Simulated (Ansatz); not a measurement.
# Nb(100) with 4 layers of random Nb-Ru, 2x2: scattering by chemical disorder, part 2 of 2

Aim: the residual resistivity of a random alloy, from Nb(100) with 4 layers of random Nb-Ru, 2x2 and longer regions.

Ansatz 0.2.0; Ansatz plane-wave DFT, PBE, PAW files; ballistic transport by layer matching (Landauer), zero bias; PAW set soft_1.

So far. Step 3 (With 8 alloy layers): Over the solved energies the transmission per spin lies between 2.61 and 2.96, out of 10.9 channels of the lead on average (up to 11.7).

### 4. With 12 alloy layers

In 12 layers a share of 0.5 of the sites is given to Ru at random. A fresh draw is used; the growth of the resistance with length is what counts.

System of this step: Nb(100) with 12 layers of random Nb-Ru, 2x2. The cell holds 88 atoms: 64 Nb and 24 Ru. Its edges and angles: a = 6.613 Å, b = 6.613 Å, c = 36.369 Å, α = 90.0°, β = 90.0°, γ = 90.0°. It derives from Nb. Regions: lead, 40 atoms (40 Nb); scattering region, 48 atoms (24 Ru and 24 Nb). The structure is stacked along c, and the current runs across the ab planes.

Contents of input.yaml:

```yaml
crystal:
  lattice:
    - [6.6126, 0.0, 0.0]
    - [0.0, 6.6126, 0.0]
    - [0.0, 0.0, 36.3693]
  atoms:
    - { symbol: Nb, position: [0.0, 0.0, 0.0227272727] }
    - { symbol: Nb, position: [0.0, 0.5, 0.0227272727] }
    - { symbol: Nb, position: [0.5, 0.0, 0.0227272727] }
    - { symbol: Nb, position: [0.5, 0.5, 0.0227272727] }
    - { symbol: Nb, position: [0.25, 0.25, 0.0681818182] }
    - { symbol: Nb, position: [0.25, 0.75, 0.0681818182] }
    - { symbol: Nb, position: [0.75, 0.25, 0.0681818182] }
    - { symbol: Nb, position: [0.75, 0.75, 0.0681818182] }
    - { symbol: Nb, position: [0.0, 0.0, 0.1136363636] }
    - { symbol: Nb, position: [0.0, 0.5, 0.1136363636] }
    - { symbol: Nb, position: [0.5, 0.0, 0.1136363636] }
    - { symbol: Nb, position: [0.5, 0.5, 0.1136363636] }
    - { symbol: Nb, position: [0.25, 0.25, 0.1590909091] }
    - { symbol: Nb, position: [0.25, 0.75, 0.1590909091] }
    - { symbol: Nb, position: [0.75, 0.25, 0.1590909091] }
    - { symbol: Nb, position: [0.75, 0.75, 0.1590909091] }
    - { symbol: Nb, position: [0.0, 0.0, 0.2045454545] }
    - { symbol: Nb, position: [0.0, 0.5, 0.2045454545] }
    - { symbol: Nb, position: [0.5, 0.0, 0.2045454545] }
    - { symbol: Nb, position: [0.5, 0.5, 0.2045454545] }
    - { symbol: Ru, position: [0.25, 0.25, 0.25] }
    - { symbol: Nb, position: [0.25, 0.75, 0.25] }
    - { symbol: Ru, position: [0.75, 0.25, 0.25] }
    - { symbol: Ru, position: [0.75, 0.75, 0.25] }
    - { symbol: Ru, position: [0.0, 0.0, 0.2954545455] }
    - { symbol: Nb, position: [0.0, 0.5, 0.2954545455] }
    - { symbol: Ru, position: [0.5, 0.0, 0.2954545455] }
    - { symbol: Nb, position: [0.5, 0.5, 0.2954545455] }
    - { symbol: Nb, position: [0.25, 0.25, 0.3409090909] }
    - { symbol: Nb, position: [0.25, 0.75, 0.3409090909] }
    - { symbol: Nb, position: [0.75, 0.25, 0.3409090909] }
    - { symbol: Nb, position: [0.75, 0.75, 0.3409090909] }
    - { symbol: Ru, position: [0.0, 0.0, 0.3863636364] }
    - { symbol: Ru, position: [0.0, 0.5, 0.3863636364] }
    - { symbol: Nb, position: [0.5, 0.0, 0.3863636364] }
    - { symbol: Nb, position: [0.5, 0.5, 0.3863636364] }
    - { symbol: Ru, position: [0.25, 0.25, 0.4318181818] }
    - { symbol: Ru, position: [0.25, 0.75, 0.4318181818] }
    - { symbol: Nb, position: [0.75, 0.25, 0.4318181818] }
    - { symbol: Nb, position: [0.75, 0.75, 0.4318181818] }
    - { symbol: Ru, position: [0.0, 0.0, 0.4772727273] }
    - { symbol: Ru, position: [0.0, 0.5, 0.4772727273] }
    - { symbol: Ru, position: [0.5, 0.0, 0.4772727273] }
    - { symbol: Ru, position: [0.5, 0.5, 0.4772727273] }
    - { symbol: Nb, position: [0.25, 0.25, 0.5227272727] }
    - { symbol: Ru, position: [0.25, 0.75, 0.5227272727] }
    - { symbol: Nb, position: [0.75, 0.25, 0.5227272727] }
    - { symbol: Ru, position: [0.75, 0.75, 0.5227272727] }
    - { symbol: Ru, position: [0.0, 0.0, 0.5681818182] }
    - { symbol: Ru, position: [0.0, 0.5, 0.5681818182] }
    - { symbol: Ru, position: [0.5, 0.0, 0.5681818182] }
    - { symbol: Nb, position: [0.5, 0.5, 0.5681818182] }
    - { symbol: Nb, position: [0.25, 0.25, 0.6136363636] }
    - { symbol: Nb, position: [0.25, 0.75, 0.6136363636] }
    - { symbol: Nb, position: [0.75, 0.25, 0.6136363636] }
    - { symbol: Ru, position: [0.75, 0.75, 0.6136363636] }
    - { symbol: Nb, position: [0.0, 0.0, 0.6590909091] }
    - { symbol: Nb, position: [0.0, 0.5, 0.6590909091] }
    - { symbol: Nb, position: [0.5, 0.0, 0.6590909091] }
    - { symbol: Nb, position: [0.5, 0.5, 0.6590909091] }
    - { symbol: Nb, position: [0.25, 0.25, 0.7045454545] }
    - { symbol: Ru, position: [0.25, 0.75, 0.7045454545] }
    - { symbol: Ru, position: [0.75, 0.25, 0.7045454545] }
    - { symbol: Ru, position: [0.75, 0.75, 0.7045454545] }
    - { symbol: Nb, position: [0.0, 0.0, 0.75] }
    - { symbol: Nb, position: [0.0, 0.5, 0.75] }
    - { symbol: Ru, position: [0.5, 0.0, 0.75] }
    - { symbol: Ru, position: [0.5, 0.5, 0.75] }
    - { symbol: Nb, position: [0.25, 0.25, 0.7954545455] }
    - { symbol: Nb, position: [0.25, 0.75, 0.7954545455] }
    - { symbol: Nb, position: [0.75, 0.25, 0.7954545455] }
    - { symbol: Nb, position: [0.75, 0.75, 0.7954545455] }
    - { symbol: Nb, position: [0.0, 0.0, 0.8409090909] }
    - { symbol: Nb, position: [0.0, 0.5, 0.8409090909] }
    - { symbol: Nb, position: [0.5, 0.0, 0.8409090909] }
    - { symbol: Nb, position: [0.5, 0.5, 0.8409090909] }
    - { symbol: Nb, position: [0.25, 0.25, 0.8863636364] }
    - { symbol: Nb, position: [0.25, 0.75, 0.8863636364] }
    - { symbol: Nb, position: [0.75, 0.25, 0.8863636364] }
    - { symbol: Nb, position: [0.75, 0.75, 0.8863636364] }
    - { symbol: Nb, position: [0.0, 0.0, 0.9318181818] }
    - { symbol: Nb, position: [0.0, 0.5, 0.9318181818] }
    - { symbol: Nb, position: [0.5, 0.0, 0.9318181818] }
    - { symbol: Nb, position: [0.5, 0.5, 0.9318181818] }
    - { symbol: Nb, position: [0.25, 0.25, 0.9772727273] }
    - { symbol: Nb, position: [0.25, 0.75, 0.9772727273] }
    - { symbol: Nb, position: [0.75, 0.25, 0.9772727273] }
    - { symbol: Nb, position: [0.75, 0.75, 0.9772727273] }
kpoints:
  mp_grid: { grid: [4, 4, 1] }
hamiltonian:
  xc: pbe
  pseudopotentials: { kind: paw, azcp: { folder: soft_1 } }
scf:
  occupations: { method: fermi_dirac, width: 0.1 }
output:
  transmission: { leads: [[0, 4]], kmesh: [8, 8], e_range: [-0.05, 0.05], de: 0.05 }
  write_potential: true
  write_density: true
  volumetric_format: npy
```

Started as:

```console
ansatz run input.yaml --threads 4 --pin off --max-ram 15360MiB --backend cpu --events-out ev --progress --plain --runs-dir out
```

Numbers of over 12 decimals in the logs are rounded to 6 here.

What it wrote:

```text
[...]
Crystal: 88 atoms, lattice volume = 1590.301 Å³
Basis set: ecut = 420 eV, 31009 PW (Γ)
Bands: 730, of which v1, the nominal top of the filled ones, is band 608 counted from 1 (607 counted from 0)
Symmetry: 1 space group operations
[...]
k-points: 10 of 16 (time reversal used)
[...]
SCF iter   1: F=—  HF=-432710.189231 eV  |F-HF|=—  |Δ(HF+E_count)|=         —  Δρ=2.48e-1  dr2=1.70e4  ethr=3.10e-3  ⟨swp⟩=4.3  Hψ=23807  notcnv=0
[...]
SCF iter  13: F=-432435.418128 eV  HF=-432435.418128 eV  |F-HF|=4.13e-9  |Δ(HF+E_count)|=   2.47e-8  Δρ=6.42e-7  dr2=6.53e-9  ethr=8.22e-12  ⟨swp⟩=9.9  Hψ=24425  notcnv=0
SCF 1 converged in 13 iterations: F = -432435.418128 eV  dr2 = 6.53e-9
[...]
transmission: 243 of 2346 steps passed
transmission: 477 of 2346 steps passed
[...]
transmission: 2346 of 2346 steps passed
SCF converged after 13 iterations
Free energy (F): -432435.418128 eV
[...]
Internal energy: -432431.724186 eV  (E = F + TS)
E sigma→0 (E₀):  -432433.571157 eV
Entropy (-TS):   -3.693942 eV (-41.977 meV/atom)
Fermi energy:    17.549805 eV
[...]
--- Band table (eV; the first three rows and the last of 10) ---
  k-point 0: bands = [... 604 lower, 17.8295, 17.8407, 17.8527, 17.8576, 17.8759, 17.8793, 17.8883, 17.8888, ... 118 higher]
  k-point 1: bands = [... 604 lower, 17.6349, 17.6514, 17.6659, 17.6740, 17.6847, 17.7025, 17.7235, 17.7546, ... 118 higher]
  k-point 2: bands = [... 604 lower, 17.4552, 17.4663, 17.4739, 17.5097, 17.5206, 17.5244, 17.5257, 17.5491, ... 118 higher]
  k-point 9: bands = [... 604 lower, 17.0248, 17.0403, 17.0545, 17.0765, 17.1867, 17.1954, 17.1998, 17.2039, ... 118 higher]
--- Transmission ---
  basis      : 385 plane waves across, 69 finite elements along
  points     : 34, standing for a mesh of 8 x 8
[...]
channels       : 1.085938e1 a spin
[...]
junction   : crystal 0 to crystal 0, 0.70 to 35.41 Å
    transmission   : 2.114001e0 a spin
[...]
```

Run time: 42 min. Hardware: 4 threads of Arm Neoverse V2, shared host; peak memory 9.3 GiB; 2.4 h of CPU time.

Numbers from this step:

| Item | Value |
| --- | --- |
| free energy | -432435.4181 eV |
| energy at zero smearing | -432433.5712 eV |
| Fermi energy | 17.55 eV |
| transmission per spin nearest the Fermi level | 2.114 |
| open channels per spin nearest the Fermi level | 10.86 |
| step of the lead's potential | 11.3 meV |

Per spin. The transmission, zone mean by energy, zero at the Fermi level:

```csv
energy (eV),"transmission, zone mean"
-0.0500,2.12
0.0000,2.11
0.0500,2.02
```

Over the solved energies the transmission per spin lies between 2.02 and 2.12, out of 11.0 channels of the lead on average (up to 11.6).

### 5. The fit

This step: Ansatz plane-wave DFT, PBE, PAW files; ballistic transport by layer matching (Landauer), zero bias; residual resistivity from the slope of the area resistance, atoms on the host's lattice; PAW set soft_1 (Ansatz 0.2.0).

Numbers from this step:

```
resistivity           : 88.35 µΩ cm
intercept             : 0.4168 fΩ m²
scatter about the fit : 0.03577 fΩ m²
```

Resistance, by row:

```csv
run,length (Å),T,channels N,RA (fΩ m²)
n4,6.613,3.661,10.95,1.026
n8,13.23,2.75,10.91,1.535
n12,19.84,2.083,10.97,2.195
```

The area resistance by length of the alloy:

```csv
length of the alloy (Å),area resistance (fΩ m²)
6.61,1.03
13.23,1.53
19.84,2.19
```

The area resistance goes from 1.0 to 2.2 fΩ m² between 6.6 and 19.8 Å, a slope of 88 µΩ cm.

By hand from the end points: (2.195 − 1.026) fΩ m² / (19.84 − 6.61) Å = 88 µΩ cm, since 1 fΩ m² per Å is 1000 µΩ cm.

### 6. Results

| Property | Result |
| --- | --- |
| resistivity from the slope | 88.3 µΩ cm |
| area resistance over 6.61 Å | 1.03 fΩ m² |
| area resistance over 13.2 Å | 1.53 fΩ m² |
| area resistance over 19.8 Å | 2.19 fΩ m² |

**Reading.** The slope gives 88 µΩ cm. The points scatter by 0.036 fΩ m² about the line, with one random draw a length in a 2x2 cell, so the slope is a rough value. Read with a model of isotropic scattering on a spherical Fermi surface and the lead's 1.9×10¹⁵ S/m², this slope means a mean free path near 4.4 Å (a rough figure, since the alloy's own channel count differs); over these lengths the model's slope is within 3 % of its bulk resistivity, though a free path of a few ångströms strains the picture. The atoms sit on the host's lattice, so scattering by size misfit is left out. With 50 % of Ru, whose own structure is another, this is a hypothetical phase.

[Logs are printed without paths, hosts, clocks, repeated set-up lines and the standing remarks that a program may print on its own settings, such as how far it seeks lower states.]

[Hosts, paths, dates, database ids (printed as entryN), source tags and the programs' standing remarks are cut or masked in the printed files.]
